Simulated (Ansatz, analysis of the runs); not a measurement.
# Transmission past a defect: Al wire along [110], 5 atoms a period, Ag in place of one Al, part 2 of 2

Wanted: the relaxed defect and the transmission past it, beside the channels of the perfect wire.

Ansatz 0.2.0; DFT PBE, plane waves, PAW; relaxation of a wire's period (the session's first sound run).

So far, conductance of the lead as this run defines it (G₀): step 3 (the perfect wire) 6.54.

## Step 5: Transmission (continued)

ELF in the ca plane at fractional y = 0.585, with atoms of Al and Ag within 0.2 Å of it. It is the smooth field of the valence electrons, not physical close to the nuclei.

Ten even steps from '0' (0.00) to '9' (0.82), each cell a mean:
```
00000000000000000000000000000000000000000000
00000000000000000000000000000000000000000000
22221112322111222210000000122222112232211223
66654446665444566532111112346665445666544566
89887788998778898753221223579988778998877889
87899998789999999974222224799999999878999987
22279982227999424884344434784248998322799832
14159951415996152573478743762515996141599614
21268862126886111663589853662116886212688621
65567776556777545763367633675457776545777654
54567765456777655664333334665567776545677654
43467764345776544565432345654456775434677643
44467764445676544555543455554456665444677644
55567766566666556666655556666556666656677655
77777777777766677777666667777766677777777777
77777777777777778877777777788777777777777777
75688887568888657887776777887668888656888875
87799997679999767988876788887679999767999987
88888888889999989998988898898889999888888888
87777777777788888877888887788888877777777777
55544445555556666555677765556666555555444455
22211111222223333222344432222332222221111122
00000000000000000000011100000000000000000000
00000000000000000000000000000000000000000000
```
Columns run along c (16.0 Å, from fractional 0.15 to 0.85 of the cell), rows up along a (10.8 Å). Atoms in or near the plane, at fractional coordinates: Al at (0.17, 0.68), Al at (0.28, 0.68), Al at (0.39, 0.67), Ag at (0.50, 0.64), Al at (0.61, 0.67), Al at (0.72, 0.68), Al at (0.83, 0.68).

By hand: the program gives 3.0164 × 10^14 S/m² over the cell's cross-section of 120.16 Å² = 1.202 × 10^-18 m², so one cell conducts 3.625 × 10^-4 S. Divided by G0 = 2e²/h = 7.748 × 10^-5 S this is 4.68 G0, a resistance of 2.76 kΩ.

The conductance is 4.68 G₀, with 7 channels a spin open in the lead. The lead's Hamiltonian steps by 22.2 meV, which the program lets pass, though it counts in the error estimate. The largest term of the program's error estimate is 39 %.

## Step 6: Landauer integrals

This step: Landauer integrals over the computed T(E), interpolated linearly between its energies (analysis of the runs above).

Conductance and thermopower are moments of T(E) over the thermal window; sliding the window along E stands for a gate that leaves T(E) rigid.

Numbers from this step:

```
conductance at 300 K, interpolated from T(E) : 4.688 G₀
thermopower at 300 K                         : -1.450 μV/K
Lorenz number over L0                        : 0.8421
```

T(E) held rigid; rough near sharp steps of T(E). The conductance at 300 K by shift of the leads' level:

```tsv
shift of the leads' level (eV)	conductance at 300 K (G₀)
-0.900	3.31
-0.850	3.28
-0.800	3.42
-0.750	3.84
-0.700	4.13
-0.650	4.03
-0.600	3.71
-0.550	3.41
-0.500	3.21
-0.450	3.17
-0.400	3.21
-0.350	3.29
-0.300	3.38
-0.250	3.45
-0.200	3.49
-0.150	3.41
-0.100	3.49
-0.050	4.25
0.000	4.69
0.050	4.37
0.100	4.05
0.150	4.04
0.200	4.06
0.250	4.03
0.300	3.97
0.350	3.88
0.400	3.71
0.450	3.11
0.500	2.82
0.550	3.26
0.600	3.73
0.650	4.04
0.700	4.23
0.750	4.30
0.800	4.24
0.850	4.25
0.900	4.13
```

T(E) held rigid; rough near sharp steps of T(E). Thermopower at 300 K against shift of the leads' level:

```tsv
shift of the leads' level (eV)	thermopower at 300 K (μV/K)
-0.900	0.946
-0.850	-1.67
-0.800	-12.1
-0.700	-3.28
-0.650	7.82
-0.600	12.2
-0.550	10.7
-0.450	-0.00553
-0.400	-2.95
-0.350	-3.71
-0.300	-3.42
-0.200	0.287
-0.150	1.72
-0.100	-17.8
-0.050	-22.4
0.050	12.1
0.100	4.84
0.150	-0.0998
0.200	0.291
0.300	2.97
0.350	4.74
0.400	13.7
0.450	24.6
0.550	-21.1
0.600	-14.8
0.650	-8.81
0.700	-4.78
0.800	0.707
0.850	1.99
0.900	5.62
```

The two levels move by half the bias each and T(E) is held rigid. The current from the zero-bias T(E) by bias:

```tsv
bias (V)	current from the zero-bias T(E) (μA)
0.000	0
0.100	35.3
0.200	66.4
0.300	95.2
0.400	124
0.500	153
0.600	182
0.700	210
0.800	238
0.900	263
1.000	287
1.100	311
1.200	339
1.300	369
1.400	401
1.500	433
1.600	464
1.700	493
1.800	522
1.900	550
```

By hand, Mott's formula: S = −(π²k²T/3e) d ln T/dE, and π²k²T/3e = 7.33 μV/K × eV at 300 K. The computed T is 3.93 at -0.070 eV and 3.61 at +0.070 eV, so d ln T/dE ≈ -0.619 per eV and S ≈ 4.54 μV/K, against -1.45 from the integrals. The signs differ: ln T is not straight over the thermal window, so the sign is not firm.

The thermopower is -1.45 μV/K. The Lorenz ratio is 0.84, where the Wiedemann-Franz law gives 1. Moving the level by up to 0.1 eV either way gives -22 to 12 μV/K.

## Step 7: A varied input: output.transmission.reduced_basis = false

This step: DFT PBE, plane waves, PAW; channels and complex bands of a perfect wire; changed: output.transmission.reduced_basis = false (Ansatz 0.2.0).

System of this step: Al wire along [110], 5 atoms a period. The cell holds 5 atoms: 5 Al. Its edges and angles: a = 10.840 Å, b = 11.085 Å, c = 2.570 Å, α = 90.0°, β = 90.0°, γ = 90.0°. Vacuum lies along a and b. The structure's axis is c.

The atoms of the run on the perfect lead are kept and the input is varied, to see whether the result depends on it.

input.yaml

```yaml
crystal:
  lattice:
    - [10.84, 0.0, 0.0]
    - [0.0, 11.085, 0.0]
    - [0.0, 0.0, 2.5698969837]
  atoms:
    - { symbol: Al, position: [0.511281645, 0.425366948, 0.0] }
    - { symbol: Al, position: [0.301017347, 0.511561282, 0.5] }
    - { symbol: Al, position: [0.72529034, 0.352338964, 0.5] }
    - { symbol: Al, position: [0.683834267, 0.59695371, 0.5] }
    - { symbol: Al, position: [0.464923265, 0.67822164, 0.0] }
kpoints:
  mp_grid: { grid: [1, 1, 32] }
scf:
  occupations: { method: fermi_dirac, width: 0.05 }
hamiltonian:
  xc: pbe
output:
  transmission:
    e_range: [-1.26, 1.26]
    de: 0.035
    kmesh: [1, 1]
    reduced_basis: false
    leads: [[0, 0]]
basis:
  ecutwfc: "350 eV"
```

Command:

```bash
> ansatz run input.yaml --threads 4 --pin off --max-ram 16384MiB --backend cpu --events-out ev --progress --plain --runs-dir out
```

The job ended after 12 min (4 threads of Arm Neoverse V1, shared host; peak memory 5.9 GiB; 45 min of CPU time).

Numbers from this step:

```
energy at zero smearing : -2684.2737 eV
```

Open channels of the lead, one spin against energy, zero at the Fermi level:

```tsv
energy (eV)	open channels of the lead, one spin
-1.26	2
-1.19	4
-1.12	4
-1.05	4
-0.98	4
-0.91	4
-0.84	4
-0.77	6
-0.70	6
-0.63	4
-0.59	4
-0.53	5
-0.46	5
-0.39	5
-0.32	5
-0.24	5
-0.17	5
-0.10	3
-0.04	7
0.00	7
0.04	7
0.10	5
0.17	5
0.24	5
0.32	5
0.39	7
0.46	3
0.53	5
0.59	5
0.63	5
0.70	5
0.77	5
0.84	6
0.91	3
0.98	6
1.05	2
1.12	6
1.19	6
1.26	5
```

It took 12 min against 73 s for the run it varies, and the conductance is 6.54 G₀ against 6.54 G₀.

The channels at the energy nearest the Fermi level, one spin and conductance of the lead as this run defines it stay within 0.2 % plus 0.001 of the run it varies.

## Step 8: Results

| Quantity | Value |
| --- | --- |
| conductance of the perfect wire | 6.54 G₀ |
| conductance, Ag in place of one Al | 4.68 G₀ |
| thermopower, Ag in place of one Al | -1.45 μV/K |

Summed over the computed window, 74 % of the lead's open channels pass the defect; the conductance at 300 K is 4.68 G₀. With Ag in place of one Al, 71 % of the conductance of that run's own lead (6.60 G₀) is left. Transport is coherent and elastic here: the atoms are frozen, so scattering by vibrations plays no part. One term of the program's error estimate for a conductance, of a junction or of the perfect wire, reaches 39 % in this session. A cutoff under the files' recommended one was taken to save time; its effect on T(E) was not tested here. A cell with an odd number of electrons ran without spin; a level of the scatterer near the Fermi level could split if spin were allowed.

[Logs are printed without paths, hosts, clocks, repeated set-up lines and the standing remarks that a program may print on its own settings, such as how far it seeks lower states.]

[Hosts, paths, dates, database ids (printed as entryN), source tags and the programs' standing remarks are cut or masked in the printed files.]
